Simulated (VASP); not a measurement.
# Si2W (I4/mmm) in VASP: notebook

One crystal, Si2W, is run at these levels: PBEsol, RPBE; tasks: relaxation of cell and atoms.

Program: VASP 6.6.1. These are calculated values, not measurements. Logs are shortened: lines on timing, memory, paths and dates and some standing lists are left out, and cuts for length are marked.

**1. The crystal as given**

It takes space group I4/mmm (No. 139, tetragonal). Conventional cell: a = 3.215 Å, b = 3.215 Å, c = 7.802 Å, α = 90.00°, β = 90.00°, γ = 90.00°. Around Si (site symmetry 4mm) lie 5 Si at 2.57 to 2.63 Å and 5 W at 2.61 Å. W (site symmetry 4/mmm) is surrounded by 10 Si at 2.61 Å.

The cell is a database's computed one.

**2. Relaxation of cell and atoms, PBEsol**

INCAR

```
PREC     = Accurate       # precision mode
ENCUT    = 580            # plane-wave cutoff, eV
EDIFF    = 1E-7           # SCF threshold, eV
ISMEAR   = 0              # smearing method
SIGMA    = 0.1            # smearing width, eV
LREAL    = F              # projectors in reciprocal space
LASPH    = T              # aspherical terms in the spheres
NELM     = 100            # most SCF steps
ALGO     = Normal         # electronic algorithm
ISIF     = 3              # what is computed and relaxed
LWAVE    = F              # write WAVECAR
LCHARG   = F              # write CHGCAR
GGA      = PS             # functional
IBRION   = 2              # ionic algorithm
NSW      = 90             # ionic steps
EDIFFG   = -0.005         # ionic threshold
```

KPOINTS

```
Automatic mesh
0
Gamma
  18 18 18
```

POSCAR

```
Si2W
1.0
   -1.6073666700      1.6073666700      3.9010319200
    1.6073666700     -1.6073666700      3.9010319200
    1.6073666700      1.6073666700     -3.9010319200
Si W
2 1
Direct
    0.3349898400      0.3349898400      0.0000000000
    0.6650101600      0.6650101600      0.0000000000
    0.0000000000      0.0000000000      0.0000000000
```

Potentials or basis: VASP PAW PBE potentials, release 64 (Si, W).

On the command line:

```bash
$ cat potpaw_PBE.64/Si/POTCAR potpaw_PBE.64/W/POTCAR > POTCAR
$ mpirun -np 1 vasp_std > vasp.out
```

OUTCAR:

```text
PREC = Accurate
   ENCUT = 580
   EDIFF = 1E-7
   ISMEAR = 0
   LREAL = F
   LASPH = T
   NELM = 100
   ISIF = 3
   GGA = PS
   IBRION = 2
   NSW = 90
   EDIFFG = -0.005

 ion  position               nearest neighbor table
   1  0.335  0.335  0.000-   2 2.57   3 2.61   3 2.61   3 2.61   3 2.61   3 2.61   2 2.63   2 2.63
                             2 2.63   2 2.63
   2  0.665  0.665  0.000-   1 2.57   3 2.61   3 2.61   3 2.61   3 2.61   3 2.61   1 2.63   1 2.63
                             1 2.63   1 2.63
   3  0.000  0.000  0.000-   2 2.61   2 2.61   2 2.61   1 2.61   2 2.61   1 2.61   1 2.61   1 2.61
                             1 2.61   2 2.61

  LATTYP: Found a body centered tetragonal cell.
 ALAT       =     3.2147333400
 C/A-ratio  =     2.4269707670

  Lattice vectors:

 A1 = (  -1.6073666700,   1.6073666700,   3.9010319200)
 A2 = (   1.6073666700,  -1.6073666700,   3.9010319200)
 A3 = (   1.6073666700,   1.6073666700,  -3.9010319200)

Analysis of symmetry for initial positions (statically):
=====================================================================
 Subroutine PRICEL returns:
 Original cell was already a primitive cell.

 Routine SETGRP: Setting up the symmetry group for a
 body centered tetragonal supercell.

 Subroutine GETGRP returns: Found 16 space group operations
 (whereof 16 operations were pure point group operations)
 out of a pool of 16 trial point group operations.

The static configuration has the point symmetry D_4h.

Analysis of symmetry for dynamics (positions and initial velocities):
=====================================================================
 Subroutine PRICEL returns:
 Original cell was already a primitive cell.

 Routine SETGRP: Setting up the symmetry group for a
 body centered tetragonal supercell.

 Subroutine GETGRP returns: Found 16 space group operations
 (whereof 16 operations were pure point group operations)
 out of a pool of 16 trial point group operations.

The dynamic configuration has the point symmetry D_4h.

 Subroutine INISYM returns: Found 16 space group operations
 (whereof 16 operations are pure point group operations),
 and found     1 'primitive' translations

----------------------------------------------------------------------------------------

                                     Primitive cell

  volume of cell :      40.3153

  direct lattice vectors                    reciprocal lattice vectors
    -1.607366670  1.607366670  3.901031920     0.000000000  0.311067791  0.128171215
     1.607366670 -1.607366670  3.901031920     0.311067791  0.000000000  0.128171215
     1.607366670  1.607366670 -3.901031920     0.311067791  0.311067791  0.000000000

  length of vectors
     4.515008889  4.515008889  4.515008889     0.336438748  0.336438748  0.439916289

  position of ions in fractional coordinates (direct lattice)
     0.334989840  0.334989840  0.000000000
     0.665010160  0.665010160  0.000000000
     0.000000000  0.000000000  0.000000000

  ion indices of the primitive-cell ions
   primitive index   ion index
                 1           1
                 2           2
                 3           3

----------------------------------------------------------------------------------------

 KPOINTS: Automatic mesh

Automatic generation of k-mesh.
 Grid dimensions read from file:
 generate k-points for:   18   18   18

 Generating k-lattice:

  Cartesian coordinates                     Fractional coordinates (reciprocal lattice)
     0.000000000  0.017281544  0.007120623     0.055555556  0.000000000 -0.000000000
     0.017281544  0.000000000  0.007120623     0.000000000  0.055555556 -0.000000000
     0.017281544  0.017281544  0.000000000     0.000000000  0.000000000  0.055555556

  Length of vectors
     0.018691042  0.018691042  0.024439794

  Shift w.r.t. Gamma in fractional coordinates (k-lattice)
     0.000000000  0.000000000  0.000000000

 Subroutine IBZKPT returns following result:
 ===========================================

 Found    480 irreducible k-points:

 Following reciprocal coordinates:
            Coordinates               Weight
  0.000000  0.000000  0.000000      1.000000
  0.055556 -0.000000  0.000000      8.000000
  0.111111 -0.000000  0.000000      8.000000
  0.166667  0.000000  0.000000      8.000000
  0.222222  0.000000 -0.000000      8.000000
  0.277778  0.000000  0.000000      8.000000
[... 16 lines left out ...]
 -0.277778  0.055556  0.000000     16.000000
 -0.222222  0.055556  0.000000     16.000000
 [... further k-points ...]
   k-points           NKPTS =    480   k-points in BZ     NKDIM =    480   number of bands    NBANDS=     11
   number of dos      NEDOS =    301   number of ions     NIONS =      3
   total plane-waves  NPLWV =  46656
   dimension x,y,z NGX =    36 NGY =   36 NGZ =   36
   dimension x,y,z NGXF=    72 NGYF=   72 NGZF=   72
   ions per type =               2   1
   NGX,Y,Z   is equivalent  to a cutoff of  13.26, 13.26, 13.26 a.u.
   NGXF,Y,Z  is equivalent  to a cutoff of  26.51, 26.51, 26.51 a.u.
 SYSTEM =  unknown system
   PREC   = accura    normal or accurate (medium, high low for compatibility)
   ISTART =      0    job   : 0-new  1-cont  2-samecut
   ICHARG =      2    charge: 1-file 2-atom 10-const
   ISPIN  =      1    spin polarized calculation?
   LNONCOLLINEAR =      F non collinear calculations
   LSORBIT =      F    spin-orbit coupling
   LASPH  =      T    aspherical Exc in radial PAW
   ENCUT  =  580.0 eV  42.63 Ry    6.53 a.u.   8.87  8.87  8.87*2*pi/ulx,y,z
   NELM   =    100;   NELMIN=  2; NELMDL= -5     # of ELM steps
   EDIFF  = 0.1E-06   stopping-criterion for ELM
   LREAL  =      F    real-space projection
   EDIFFG = -.5E-02   stopping-criterion for IOM
   NSW    =     90    number of steps for IOM
   IBRION =      2    ionic relax: 0-MD 1-quasi-New 2-CG
   NFREE  =      1    steps in history (QN), initial steepest desc. (CG)
   ISIF   =      3    stress and relaxation
   ISYM   =      2    0-nonsym 1-usesym 2-fastsym
   POTIM  = 0.5000    time-step for ionic-motion
   TEBEG  =    0.0;   TEEND  =   0.0 temperature during run
   PSTRESS=    0.0 pullay stress
   NELECT =      14.0000    total number of electrons
   NUPDOWN=      -1.0000    fix difference up-down
   EMIN   =  10.00;   EMAX   =-10.00  energy-range for DOS
   EFERMI =   0.00;   METHOD = LEGACY
   ISMEAR =     0;   SIGMA  =   0.10  broadening in eV -4-tet -1-fermi 0-gaus
   EFERMI_NEDOS =   21; number of points for ismear=-14 and -15
   IALGO  =     38    algorithm
   IMIX   =      4    mixing-type and parameters
     AMIX     =   0.40;   BMIX     =  1.00
     AMIX_MAG =   1.60;   BMIX_MAG =  1.00
  volume/ion in A,a.u.               =      13.44        90.69
  Fermi-wavevector in a.u.,A,eV,Ry     =   1.150697  2.174502 18.015528  1.324104
  Thomas-Fermi vector in A             =   2.287359
   LORBIT       =      0    0 simple, 1 ext, 2 COOP (PROOUT), +10 PAW based schemes
   GGA     = PS    functional components
   LHFCALC =     F    Hartree Fock is set to
   AEXX    =    0.0000 exact exchange contribution
   IVDW    =     0    specifies the selected vdW correction
   LEPSILON=     F    determine dielectric tensor
   LRPA    =     F    only Hartree local field effects (RPA)
 conjugate gradient relaxation of ions
 non-spin polarized calculation
 Gauss-broadening in eV      SIGMA  =   0.10
  energy-cutoff  :      580.00
  volume of cell :       40.32
 maximum number of plane-waves:      1295
   NGX = 17   NGY = 17   NGZ = 17

--------------------------------------- Ionic step        1  -------------------------------------------

 number of electron      14.0000000 magnetization

 Free energy of the ion-electron system (eV)
  ---------------------------------------------------
  ext. energy  EPLUGINS =         0.00000000
  ---------------------------------------------------
  free energy    TOTEN  =       -26.72317979 eV

  energy without entropy =      -26.72228792  energy(sigma->0) =      -26.72273386

------------------------ aborting loop because EDIFF is reached ----------------------------------------

  FORCE on cell =-STRESS in cart. coord.  units (eV):
  Direction    XX          YY          ZZ          XY          YZ          ZX
  --------------------------------------------------------------------------------------
  -------------------------------------------------------------------------------------
  Total       -0.5421005     -0.5421005      0.0259025      0.0000000     -0.0000000      0.0000000
  in kB      -21.5437335    -21.5437335      1.0293978      0.0000000     -0.0000000      0.0000000
  external PRESSURE =     -14.0193564 kB  Pullay stress =       0.0000000 kB
[... 170 lines left out ...]
  energy  without entropy=      -26.7247952545  energy(sigma->0) =      -26.72523062

--------------------------------------- Ionic step        6  -------------------------------------------

 number of electron      14.0000000 magnetization

 Free energy of the ion-electron system (eV)
  ---------------------------------------------------
  ext. energy  EPLUGINS =         0.00000000
  ---------------------------------------------------
  free energy    TOTEN  =       -26.72568579 eV

  energy without entropy =      -26.72481287  energy(sigma->0) =      -26.72524933

 E-fermi :  10.5709     XC(G=0): -12.4383

 val. band max:       10.5492903263   @ k =  -0.3889   0.5000   0.3333
 cond. band min:      10.6247516181   @ k =  -0.3889  -0.4444   0.3889
 fundamental gap:      0.0754612917
 Fermi energy:        10.5708635523

 k-point     1 :       0.0000    0.0000    0.0000
  band No.  band energies     occupation
      1      -3.5853      2.00000
      2       3.6463      2.00000
      3       6.8302      2.00000
      4       7.1605      2.00000
      5       7.7043      2.00000
      6       7.7043      2.00000
      7      11.1818      0.00000
      8      13.4195      0.00000
      9      13.4839      0.00000
     10      13.7424      0.00000
     11      13.7424      0.00000
[... 309 lines left out ...]
 k-point    24 :      -0.2222    0.0556    0.0000
  band No.  band energies     occupation
      1      -2.6833      2.00000
      2       3.7884      2.00000
      3       5.1502      2.00000
      4       6.8888      2.00000
      5       7.6767      2.00000
      6       8.4183      2.00000
      7       9.1371      2.00000
      8      12.2205      0.00000
      9      12.8967      0.00000
     10      14.9977      0.00000
     11      15.1313      0.00000

 [... further k-points ...]

------------------------ aborting loop because EDIFF is reached ----------------------------------------

  FORCE on cell =-STRESS in cart. coord.  units (eV):
  Direction    XX          YY          ZZ          XY          YZ          ZX
  --------------------------------------------------------------------------------------
  -------------------------------------------------------------------------------------
  Total       -0.0012240     -0.0012240     -0.0001439      0.0000000      0.0000000      0.0000000
  in kB       -0.0489716     -0.0489716     -0.0057559      0.0000000      0.0000000      0.0000000
  external PRESSURE =      -0.0345664 kB  Pullay stress =       0.0000000 kB
[... 18 lines left out ...]
  FREE ENERGIE OF THE ION-ELECTRON SYSTEM (eV)
  ---------------------------------------------------
  free  energy   TOTEN  =       -26.7256857888 eV

  energy  without entropy=      -26.7248128709  energy(sigma->0) =      -26.72524933

 reached required accuracy - stopping structural energy minimisation
```

Wall time 13 min (1 thread of AMD EPYC 9R14 (Zen 4), shared host); peak memory 0.42 GiB.

Results:

- Free energy: -26.7257 eV
- Relaxed volume: 13.35 Å³/atom
- Relaxed cell: a = 4.515 Å, b = 4.515 Å, c = 4.515 Å, α = 138.47°, β = 138.47°, γ = 60.18°
- Space group after relaxing (to 0.05 Å): I4/mmm (No. 139)
- Energy gained by relaxing: 0.8 meV/atom
- Ionic steps: 6
- Pressure after relaxing: 0.0 GPa
- Band gap on the k mesh: none (metal or under the smearing width)

Step by step:
| step | energy change (eV) | largest force (eV/Å) | pressure (GPa) | volume (Å³) |
| --- | --- | --- | --- | --- |
| 1 | 0.0000 | 0.0635 | -1.40 | 40.32 |
| 2 | 0.0010 | 0.0404 | 2.51 | 39.63 |
| 3 | -0.0023 | 0.0528 | 0.33 | 40.00 |
| 4 | -0.0023 | 0.0100 | -0.31 | 40.09 |
| 5 | -0.0025 | 0.0181 | -0.02 | 40.05 |
| 6 | -0.0025 | 0.0017 | 0.00 | 40.05 |

Final structure:
```
CELL_PARAMETERS angstrom
-1.60076 1.60076 3.90693
1.60076 -1.60076 3.90693
1.60076 1.60076 -3.90693
ATOMIC_POSITIONS crystal
Si 0.33453 0.33453 0.00000
Si 0.66547 0.66547 0.00000
W 0.00000 0.00000 0.00000
```

Caveat: the PAW data sets were made with another functional, which shifts forces and pressure a little.

**3. Relaxation of cell and atoms, RPBE**

Edit INCAR of step 2 so:

```diff
@@ -1,3 +1,3 @@
 PREC     = Accurate       # precision mode
-ENCUT    = 580            # plane-wave cutoff, eV
+ENCUT    = 600            # plane-wave cutoff, eV
 EDIFF    = 1E-7           # SCF threshold, eV
@@ -12,3 +12,3 @@
 LCHARG   = F              # write CHGCAR
-GGA      = PS             # functional
+GGA      = RP             # functional
 IBRION   = 2              # ionic algorithm
```

KPOINTS is that of step 2.

POSCAR is that of step 2.

Potentials or basis: VASP PAW PBE potentials, release 64 (Si, W_sv).

On the command line:

```bash
$ cat potpaw_PBE.64/Si/POTCAR potpaw_PBE.64/W_sv/POTCAR > POTCAR
$ mpirun -np 1 vasp_std > vasp.out
```

Wall time 18 min (1 thread of AMD EPYC 9R14 (Zen 4), shared host); peak memory 0.47 GiB.

It converged, with:

```yaml
Free_energy: -23.6555 eV
Relaxed_volume: 13.83 Å³/atom
Relaxed_cell: a = 4.564 Å, b = 4.564 Å, c = 4.564 Å, α = 138.39°, β = 138.39°, γ = 60.31°
Space_group_after_relaxing_to_0.05_Å: I4/mmm (No. 139)
Energy_gained_by_relaxing: 8.3 meV/atom
Ionic_steps: 5
Pressure_after_relaxing: 0.0 GPa
Largest_force_after_relaxing: 0.004 eV/Å
Band_gap_on_the_k_mesh: none (metal or under the smearing width)
```

Forces in eV/Å, atoms in the order of the input:
```
Si   0.000  0.000 -0.004
Si   0.000  0.000  0.004
W    0.000  0.000  0.000
```

Step by step:
| step | energy change (eV) | largest force (eV/Å) | pressure (GPa) | volume (Å³) |
| --- | --- | --- | --- | --- |
| 1 | 0.0000 | 0.1593 | 6.72 | 40.32 |
| 2 | 0.0508 | 0.1935 | -10.10 | 43.69 |
| 3 | -0.0249 | 0.0170 | -0.11 | 41.51 |
| 4 | -0.0249 | 0.0196 | 0.02 | 41.48 |
| 5 | -0.0249 | 0.0044 | 0.03 | 41.48 |

Final structure:
```
Si W
1.0
    -1.62101    1.62101    3.94625
     1.62101   -1.62101    3.94625
     1.62101    1.62101   -3.94625
Si W
2 1
Direct
  0.33452 0.33452 0.00000
  0.66548 0.66548 0.00000
  0.00000 0.00000 0.00000
```

Levels at points of the mesh, in eV from the Fermi level:
```tsv
k point	band 7	band 8	band 9	band 10	band 11	band 12	band 13	band 14	band 15
(0.00, 0.00, 0.00)	-3.75	-3.19	-2.78	-2.78	0.59	2.60	2.96	2.99	2.99
(0.50, 0.00, 0.00)	-5.63	-4.80	-2.73	-2.68	-0.42	2.62	2.73	3.88	4.26
(0.50, 0.50, 0.00)	-5.92	-5.49	-4.93	-3.15	-1.78	2.70	2.88	3.02	3.81
(0.50, 0.50, 0.50)	-3.70	-2.52	-0.86	-0.86	-0.48	-0.48	0.76	4.43	4.69
```

Caveat: the PAW data sets were made with another functional, which shifts forces and pressure a little.
